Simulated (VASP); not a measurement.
# AlN (P6_3mc) in VASP: a series of runs

Runs on AlN. Level: LDA. Tasks: relaxation of shape and atoms at fixed volume.

Program: VASP 6.6.1. These are calculated values, not measurements. Logs are shortened: lines on timing, memory, paths and dates and some standing lists are left out, and cuts for length are marked.

**Measured values to compare with.**

“Self-assembly of well-separated AlN nanowires directly on sputtered metallic TiN films”, 2019, arxiv:1910.07391 quotes, for a bulk crystal of AlN at 10 K: band gap 6.034 eV (an exciton energy, a little under the gap).

The runs below are set against these values where they give the same quantity.

## 1. Starting point

Symmetry: P6_3mc, No. 186, hexagonal system. The conventional cell has a = 3.091 Å, b = 3.091 Å, c = 4.948 Å, α = 90.00°, β = 90.00°, γ = 120.00°. Around Al (site symmetry 3m) lie 4 N at 1.88 to 1.89 Å. N (site symmetry 3m) is surrounded by 4 Al at 1.88 to 1.89 Å.

## 2. Relaxation of shape and atoms at fixed volume, LDA (a relaxed cell with its volume scaled by 0.98)

INCAR reads:

```
ALGO = Normal
EDIFF = 1E-7
EDIFFG = -0.01
ENCUT = 600
GGA = CA
IBRION = 2
ISIF = 4
ISMEAR = 0
LASPH = T
LCHARG = F
LREAL = F
LWAVE = F
NELM = 80
NSW = 40
PREC = Accurate
SIGMA = 0.03
```

KPOINTS reads:

```
k-points
0
Gamma
  12 12 6
```

POSCAR reads:

```
AlN                                     
1.0
    3.0705417300      0.0000000000      0.0000000000
   -1.5352708650      2.6591671416     -0.0000000000
    0.0000000000      0.0000000000      4.9147092793
  Al              N             
     2     2
Direct
     0.3333333332999970    0.6666666667000030    0.9990259567857883
     0.6666666667000030    0.3333333332999970    0.4990259567857884
     0.3333333332999970    0.6666666667000030    0.3809740432142142
     0.6666666667000030    0.3333333332999970    0.8809740432142142
```

Potentials or basis: VASP PAW LDA potentials, release 64 (Al, N).

Launch:

```console
cat potpaw_LDA.64/Al/POTCAR potpaw_LDA.64/N/POTCAR > POTCAR
mpirun -np 1 vasp_std > vasp.out
```

OUTCAR:

```text
EDIFF = 1E-7
   EDIFFG = -0.01
   ENCUT = 600
   GGA = CA
   IBRION = 2
   ISIF = 4
   ISMEAR = 0
   LASPH = T
   LREAL = F
   NELM = 80
   NSW = 40
   PREC = Accurate

 ion  position               nearest neighbor table
   1  0.333  0.667  0.999-   4 1.87   4 1.87   4 1.87   3 1.88   2 3.03   2 3.03   2 3.03   2 3.03
                             2 3.03   2 3.03
   2  0.667  0.333  0.499-   3 1.87   3 1.87   3 1.87   4 1.88   1 3.03   1 3.03   1 3.03   1 3.03
                             1 3.03   1 3.03
   3  0.333  0.667  0.381-   2 1.87   2 1.87   2 1.87   1 1.88
   4  0.667  0.333  0.881-   1 1.87   1 1.87   1 1.87   2 1.88

  LATTYP: Found a hexagonal cell.
 ALAT       =     3.0705417300
 C/A-ratio  =     1.6006000607

  Lattice vectors:

 A1 = (   3.0705417300,   0.0000000000,   0.0000000000)
 A2 = (  -1.5352708650,   2.6591671416,   0.0000000000)
 A3 = (   0.0000000000,   0.0000000000,   4.9147092793)

Analysis of symmetry for initial positions (statically):
=====================================================================
 Subroutine PRICEL returns:
 Original cell was already a primitive cell.

 Routine SETGRP: Setting up the symmetry group for a
 hexagonal supercell.

 Subroutine GETGRP returns: Found 12 space group operations
 (whereof  6 operations were pure point group operations)
 out of a pool of 24 trial point group operations.

The static configuration has the point symmetry C_3v.
 The point group associated with its full space group is C_6v.

Analysis of symmetry for dynamics (positions and initial velocities):
=====================================================================
 Subroutine PRICEL returns:
 Original cell was already a primitive cell.

 Routine SETGRP: Setting up the symmetry group for a
 hexagonal supercell.

 Subroutine GETGRP returns: Found 12 space group operations
 (whereof  6 operations were pure point group operations)
 out of a pool of 24 trial point group operations.

The dynamic configuration has the point symmetry C_3v.
 The point group associated with its full space group is C_6v.

 Subroutine INISYM returns: Found 12 space group operations
 (whereof  6 operations are pure point group operations),
 and found     1 'primitive' translations

----------------------------------------------------------------------------------------

                                     Primitive cell

  volume of cell :      40.1290

  direct lattice vectors                    reciprocal lattice vectors
     3.070541730  0.000000000  0.000000000     0.325675431  0.188028798  0.000000000
    -1.535270865  2.659167142  0.000000000     0.000000000  0.376057595  0.000000000
     0.000000000  0.000000000  4.914709279     0.000000000  0.000000000  0.203470835

  length of vectors
     3.070541730  3.070541730  4.914709279     0.376057595  0.376057595  0.203470835

  position of ions in fractional coordinates (direct lattice)
     0.333333333  0.666666667  0.999025957
     0.666666667  0.333333333  0.499025957
     0.333333333  0.666666667  0.380974043
     0.666666667  0.333333333  0.880974043

  ion indices of the primitive-cell ions
   primitive index   ion index
                 1           1
                 2           2
                 3           3
                 4           4

----------------------------------------------------------------------------------------

 KPOINTS: k-points

Automatic generation of k-mesh.
 Grid dimensions read from file:
 generate k-points for:   12   12    6

 Generating k-lattice:

  Cartesian coordinates                     Fractional coordinates (reciprocal lattice)
     0.027139619  0.015669066  0.000000000     0.083333333 -0.000000000  0.000000000
     0.000000000  0.031338133  0.000000000     0.000000000  0.083333333  0.000000000
     0.000000000  0.000000000  0.033911806     0.000000000  0.000000000  0.166666667

  Length of vectors
     0.031338133  0.031338133  0.033911806

  Shift w.r.t. Gamma in fractional coordinates (k-lattice)
     0.000000000  0.000000000  0.000000000

 Subroutine IBZKPT returns following result:
 ===========================================

 Found     76 irreducible k-points:

 Following reciprocal coordinates:
            Coordinates               Weight
  0.000000  0.000000  0.000000      1.000000
  0.083333  0.000000  0.000000      6.000000
  0.166667 -0.000000  0.000000      6.000000
  0.250000  0.000000  0.000000      6.000000
  0.333333  0.000000  0.000000      6.000000
  0.416667 -0.000000  0.000000      6.000000
[... 16 lines left out ...]
  0.250000  0.000000  0.166667     12.000000
  0.333333  0.000000  0.166667     12.000000
 [... further k-points ...]
   k-points           NKPTS =     76   k-points in BZ     NKDIM =     76   number of bands    NBANDS=     12
   number of dos      NEDOS =    301   number of ions     NIONS =      4
   total plane-waves  NPLWV =  31360
   dimension x,y,z NGX =    28 NGY =   28 NGZ =   40
   dimension x,y,z NGXF=    56 NGYF=   56 NGZF=   80
   ions per type =               2   2
   NGX,Y,Z   is equivalent  to a cutoff of  15.16, 15.16, 13.53 a.u.
   NGXF,Y,Z  is equivalent  to a cutoff of  30.32, 30.32, 27.06 a.u.
 SYSTEM =  unknown system
   PREC   = accura    normal or accurate (medium, high low for compatibility)
   ISTART =      0    job   : 0-new  1-cont  2-samecut
   ICHARG =      2    charge: 1-file 2-atom 10-const
   ISPIN  =      1    spin polarized calculation?
   LNONCOLLINEAR =      F non collinear calculations
   LSORBIT =      F    spin-orbit coupling
   LASPH  =      T    aspherical Exc in radial PAW
   ENCUT  =  600.0 eV  44.10 Ry    6.64 a.u.   6.13  6.13  9.82*2*pi/ulx,y,z
   NELM   =     80;   NELMIN=  2; NELMDL= -5     # of ELM steps
   EDIFF  = 0.1E-06   stopping-criterion for ELM
   LREAL  =      F    real-space projection
   EDIFFG = -.1E-01   stopping-criterion for IOM
   NSW    =     40    number of steps for IOM
   IBRION =      2    ionic relax: 0-MD 1-quasi-New 2-CG
   NFREE  =      1    steps in history (QN), initial steepest desc. (CG)
   ISIF   =      4    stress and relaxation
   ISYM   =      2    0-nonsym 1-usesym 2-fastsym
   POTIM  = 0.5000    time-step for ionic-motion
   TEBEG  =    0.0;   TEEND  =   0.0 temperature during run
   PSTRESS=    0.0 pullay stress
   NELECT =      16.0000    total number of electrons
   NUPDOWN=      -1.0000    fix difference up-down
   EMIN   =  10.00;   EMAX   =-10.00  energy-range for DOS
   EFERMI =   0.00;   METHOD = LEGACY
   ISMEAR =     0;   SIGMA  =   0.03  broadening in eV -4-tet -1-fermi 0-gaus
   EFERMI_NEDOS =   21; number of points for ismear=-14 and -15
   IALGO  =     38    algorithm
   IMIX   =      4    mixing-type and parameters
     AMIX     =   0.40;   BMIX     =  1.00
     AMIX_MAG =   1.60;   BMIX_MAG =  1.00
  volume/ion in A,a.u.               =      10.03        67.70
  Fermi-wavevector in a.u.,A,eV,Ry     =   1.204931  2.276988 19.753721  1.451858
  Thomas-Fermi vector in A             =   2.340641
   LORBIT       =      0    0 simple, 1 ext, 2 COOP (PROOUT), +10 PAW based schemes
   GGA     = CA    functional components
   LHFCALC =     F    Hartree Fock is set to
   AEXX    =    0.0000 exact exchange contribution
   IVDW    =     0    specifies the selected vdW correction
   LEPSILON=     F    determine dielectric tensor
   LRPA    =     F    only Hartree local field effects (RPA)
 conjugate gradient relaxation of ions
 non-spin polarized calculation
 Gauss-broadening in eV      SIGMA  =   0.03
  energy-cutoff  :      600.00
  volume of cell :       40.13
 maximum number of plane-waves:      1362
 NGX is ok and might be reduce to    28
   NGX = 13   NGY = 13   NGZ = 19

--------------------------------------- Ionic step        1  -------------------------------------------

 number of electron      15.9999999 magnetization

 Free energy of the ion-electron system (eV)
  ---------------------------------------------------
  ext. energy  EPLUGINS =         0.00000000
  ---------------------------------------------------
  free energy    TOTEN  =       -32.83045155 eV

  energy without entropy =      -32.83045155  energy(sigma->0) =      -32.83045155

------------------------ aborting loop because EDIFF is reached ----------------------------------------

  FORCE on cell =-STRESS in cart. coord.  units (eV):
  Direction    XX          YY          ZZ          XY          YZ          ZX
  --------------------------------------------------------------------------------------
  -------------------------------------------------------------------------------------
  Total        1.1444282      1.1444282      1.0648347      0.0000000      0.0000000     -0.0000000
  in kB       45.6920522     45.6920522     42.5142285      0.0000000      0.0000000     -0.0000000
  external PRESSURE =      44.6327777 kB  Pullay stress =       0.0000000 kB
[... 137 lines left out ...]
  energy  without entropy=      -32.8305036882  energy(sigma->0) =      -32.83050369

--------------------------------------- Ionic step        5  -------------------------------------------

 number of electron      15.9999999 magnetization

 Free energy of the ion-electron system (eV)
  ---------------------------------------------------
  ext. energy  EPLUGINS =         0.00000000
  ---------------------------------------------------
  free energy    TOTEN  =       -32.83051124 eV

  energy without entropy =      -32.83051124  energy(sigma->0) =      -32.83051124

 E-fermi :   6.5020     XC(G=0): -11.4206

 val. band max:        6.3003457120   @ k =   0.0000   0.0000   0.0000
 cond. band min:      10.8727346943   @ k =   0.0000   0.0000   0.0000
 fundamental gap:      4.5723889823
 Fermi energy:         6.5019930272

 k-point     1 :       0.0000    0.0000    0.0000
  band No.  band energies     occupation
      1      -8.9943      2.00000
      2      -6.6369      2.00000
      3       0.0591      2.00000
      4       5.3822      2.00000
      5       5.3822      2.00000
      6       6.0516      2.00000
      7       6.0516      2.00000
      8       6.3003      2.00000
      9      10.8727      0.00000
     10      13.1618      0.00000
     11      17.1008      0.00000
     12      17.4992      0.00000
[... 331 lines left out ...]
 k-point    24 :       0.3333    0.0000    0.1667
  band No.  band energies     occupation
      1      -7.5653      2.00000
      2      -6.1951      2.00000
      3       1.1952      2.00000
      4       2.2330      2.00000
      5       2.8362      2.00000
      6       4.4367      2.00000
      7       5.4713      2.00000
      8       5.6036      2.00000
      9      12.1941      0.00000
     10      12.9537      0.00000
     11      14.9955      0.00000
     12      16.6062      0.00000

 [... further k-points ...]
[... 5 lines left out ...]
  --------------------------------------------------------------------------------------
  -------------------------------------------------------------------------------------
  Total        1.1110491      1.1110491      1.1115675      0.0000000      0.0000000      0.0000000
  in kB       44.3593710     44.3593710     44.3800673      0.0000000      0.0000000      0.0000000
  external PRESSURE =      44.3662697 kB  Pullay stress =       0.0000000 kB
[... 19 lines left out ...]
  FREE ENERGIE OF THE ION-ELECTRON SYSTEM (eV)
  ---------------------------------------------------
  free  energy   TOTEN  =       -32.8305112402 eV

  energy  without entropy=      -32.8305112402  energy(sigma->0) =      -32.83051124

 reached required accuracy - stopping structural energy minimisation
```

Run time: 39 s. Hardware: 1 thread of Intel Xeon 6975P-C (Granite Rapids), shared host; peak memory 0.18 GiB.

What came out:

```yaml
Free_energy: -32.8305 eV
Energy_gained_by_relaxing: 0.0 meV/atom
Ionic_steps: 5
Pressure_after_relaxing: 4.4 GPa
Band_gap_on_the_k_mesh: 4.57 eV, direct
```

Final structure:
```
CELL_PARAMETERS angstrom
3.07211 0.00000 0.00000
-1.53606 2.66053 0.00000
0.00000 0.00000 4.90969
ATOMIC_POSITIONS crystal
Al 0.33333 0.66667 0.99881
Al 0.66667 0.33333 0.49881
N 0.33333 0.66667 0.38119
N 0.66667 0.33333 0.88119
```

A k mesh can miss the band edges.

## 3. Relaxation of shape and atoms at fixed volume, LDA

INCAR is that of step 2.

KPOINTS is that of step 2.

POSCAR, as its differences from that of step 2:

```diff
@@ -2,5 +2,5 @@
 1.0
-    3.0705417300      0.0000000000      0.0000000000
-   -1.5352708650      2.6591671416     -0.0000000000
-    0.0000000000      0.0000000000      4.9147092793
+    3.0912892629      0.0000000000      0.0000000000
+   -1.5456446315      2.6771350322     -0.0000000000
+    0.0000000000      0.0000000000      4.9479177818
   Al              N
```

Potentials or basis: VASP PAW LDA potentials, release 64 (Al, N).

Launch:

```console
cat potpaw_LDA.64/Al/POTCAR potpaw_LDA.64/N/POTCAR > POTCAR
mpirun -np 1 vasp_std > vasp.out
```

Run time: 17 s. Hardware: 1 thread of Intel Xeon 6975P-C (Granite Rapids), shared host; peak memory 0.17 GiB.

Results (log left out):

```yaml
Free_energy: -32.8426 eV
Pressure_after_relaxing: 0.0 GPa
Band_gap_on_the_k_mesh: 4.40 eV, direct
```

Final structure:
```
Al N
1.0
     3.09129    0.00000    0.00000
    -1.54564    2.67714    0.00000
     0.00000    0.00000    4.94792
Al N
2 2
Direct
  0.33333 0.66667 0.99903
  0.66667 0.33333 0.49903
  0.33333 0.66667 0.38097
  0.66667 0.33333 0.88097
```

Levels at points of the mesh, in eV from the valence-band top:
```
           k point  band 5  band 6  band 7  band 8  band 9  band 10  band 11  band 12
(0.00, 0.00, 0.00)   -0.89   -0.23   -0.23    0.00    4.40     6.71    10.63    11.08
(0.50, 0.00, 0.00)   -3.43   -2.14   -1.84   -0.71    5.72     5.72     8.25    10.27
(0.00, 0.00, 0.50)   -0.57   -0.57   -0.57   -0.57    6.59     6.59    10.30    10.30
(0.50, 0.00, 0.50)   -1.51   -1.51   -1.40   -1.40    5.25     5.25     9.19     9.19
```

Caveat: the relaxation stopped at its first step, so nothing moved.

## 4. Relaxation of shape and atoms at fixed volume, LDA (a relaxed cell with its volume scaled by 1.02)

INCAR is that of step 3.

KPOINTS is that of step 3.

POSCAR, as its differences from that of step 3:

```diff
@@ -2,5 +2,5 @@
 1.0
-    3.0912892629      0.0000000000      0.0000000000
-   -1.5456446315      2.6771350322     -0.0000000000
-    0.0000000000      0.0000000000      4.9479177818
+    3.1117619739      0.0000000000      0.0000000000
+   -1.5558809869      2.6948649200     -0.0000000000
+    0.0000000000      0.0000000000      4.9806864042
   Al              N
```

Potentials or basis: VASP PAW LDA potentials, release 64 (Al, N).

Launch:

```console
cat potpaw_LDA.64/Al/POTCAR potpaw_LDA.64/N/POTCAR > POTCAR
mpirun -np 1 vasp_std > vasp.out
```

OUTCAR:

```text
EDIFF = 1E-7
   EDIFFG = -0.01
   ENCUT = 600
   GGA = CA
   IBRION = 2
   ISIF = 4
   ISMEAR = 0
   LASPH = T
   LREAL = F
   NELM = 80
   NSW = 40
   PREC = Accurate

 ion  position               nearest neighbor table
   1  0.333  0.667  0.999-   4 1.89   4 1.89   4 1.89   3 1.90   2 3.07   2 3.07   2 3.07   2 3.07
                             2 3.07   2 3.07
   2  0.667  0.333  0.499-   3 1.89   3 1.89   3 1.89   4 1.90   1 3.07   1 3.07   1 3.07   1 3.07
                             1 3.07   1 3.07
   3  0.333  0.667  0.381-   2 1.89   2 1.89   2 1.89   1 1.90
   4  0.667  0.333  0.881-   1 1.89   1 1.89   1 1.89   2 1.90

  LATTYP: Found a hexagonal cell.
 ALAT       =     3.1117619739
 C/A-ratio  =     1.6006000607

  Lattice vectors:

 A1 = (   3.1117619739,   0.0000000000,   0.0000000000)
 A2 = (  -1.5558809869,   2.6948649200,   0.0000000000)
 A3 = (   0.0000000000,   0.0000000000,   4.9806864042)

Analysis of symmetry for initial positions (statically):
=====================================================================
 Subroutine PRICEL returns:
 Original cell was already a primitive cell.

 Routine SETGRP: Setting up the symmetry group for a
 hexagonal supercell.
[... 237 lines left out ...]
      4       5.0218      2.00000
      5       5.0218      2.00000
      6       5.6755      2.00000
      7       5.6755      2.00000
      8       5.8901      2.00000
      9      10.1195      0.00000
     10      12.4399      0.00000
     11      16.3638      0.00000
     12      16.8414      0.00000
[... 331 lines left out ...]
 k-point    24 :       0.3333    0.0000    0.1667
  band No.  band energies     occupation
      1      -7.7790      2.00000
      2      -6.4962      2.00000
      3       0.9382      2.00000
      4       1.9284      2.00000
      5       2.5222      2.00000
      6       4.1027      2.00000
      7       5.0894      2.00000
      8       5.2265      2.00000
      9      11.6338      0.00000
     10      12.4119      0.00000
     11      14.2760      0.00000
     12      15.8974      0.00000

 [... further k-points ...]
[... 5 lines left out ...]
  --------------------------------------------------------------------------------------
  -------------------------------------------------------------------------------------
  Total       -1.0556329     -1.0556329     -1.0460650     -0.0000000      0.0000000      0.0000000
  in kB      -40.4940245    -40.4940245    -40.1269990     -0.0000000      0.0000000      0.0000000
  external PRESSURE =     -40.3716827 kB  Pullay stress =       0.0000000 kB

 VOLUME and BASIS-vectors are now :
 -----------------------------------------------------------------------------
  energy-cutoff  :      600.00
  volume of cell :       41.77
      direct lattice vectors                 reciprocal lattice vectors
     3.110864021 -0.000000000  0.000000000     0.321454102  0.185591612 -0.000000000
    -1.555432010  2.694087270 -0.000000000     0.000000000  0.371183225 -0.000000000
     0.000000000  0.000000000  4.983562177     0.000000000  0.000000000  0.200659682

 POSITION                                       TOTAL-FORCE (eV/Angst)
 -----------------------------------------------------------------------------------
     -0.00000      1.79606      4.97910         0.000000      0.000000      0.008231
      1.55543      0.89803      2.48732         0.000000      0.000000      0.008231
     -0.00000      1.79606      1.89821        -0.000000     -0.000000     -0.008231
      1.55543      0.89803      4.38999         0.000000     -0.000000     -0.008231
 -----------------------------------------------------------------------------------
    total drift:                               -0.000000      0.000000      0.000466

  FREE ENERGIE OF THE ION-ELECTRON SYSTEM (eV)
  ---------------------------------------------------
  free  energy   TOTEN  =       -32.8329847274 eV

  energy  without entropy=      -32.8329847274  energy(sigma->0) =      -32.83298473

 reached required accuracy - stopping structural energy minimisation
```

Run time: 22 s. Hardware: 1 thread of Intel Xeon 6975P-C (Granite Rapids), shared host; peak memory 0.17 GiB.

Results:

- Free energy: -32.8330 eV
- Energy gained by relaxing: 0.0 meV/atom
- Ionic steps: 2
- Pressure after relaxing: -4.0 GPa
- Largest force after relaxing: 0.008 eV/Å
- Band gap on the k mesh: 4.23 eV, direct

Forces in eV/Å, atoms in the order of the input:
```
Al   0.000  0.000  0.008
Al   0.000  0.000  0.008
N    0.000  0.000 -0.008
N    0.000  0.000 -0.008
```

Final structure:
```xyz
4
Lattice="3.1109 0.0000 0.0000 -1.5554 2.6941 0.0000 0.0000 0.0000 4.9836" Properties=species:S:1:pos:R:3 pbc="T T T"
Al    0.0000    1.7961    4.9791
Al    1.5554    0.8980    2.4873
N     0.0000    1.7961    1.8982
N     1.5554    0.8980    4.3900
```

Levels at points of the mesh, in eV from the valence-band top:
```
           k point  band 5  band 6  band 7  band 8  band 9  band 10  band 11  band 12
(0.00, 0.00, 0.00)   -0.87   -0.21   -0.21    0.00    4.23     6.55    10.47    10.95
(0.50, 0.00, 0.00)   -3.38   -2.11   -1.80   -0.70    5.66     5.68     8.08    10.14
(0.00, 0.00, 0.50)   -0.55   -0.55   -0.55   -0.55    6.42     6.42    10.14    10.14
(0.50, 0.00, 0.50)   -1.48   -1.48   -1.38   -1.38    5.19     5.19     9.07     9.07
```

[end of part 1 of 2]
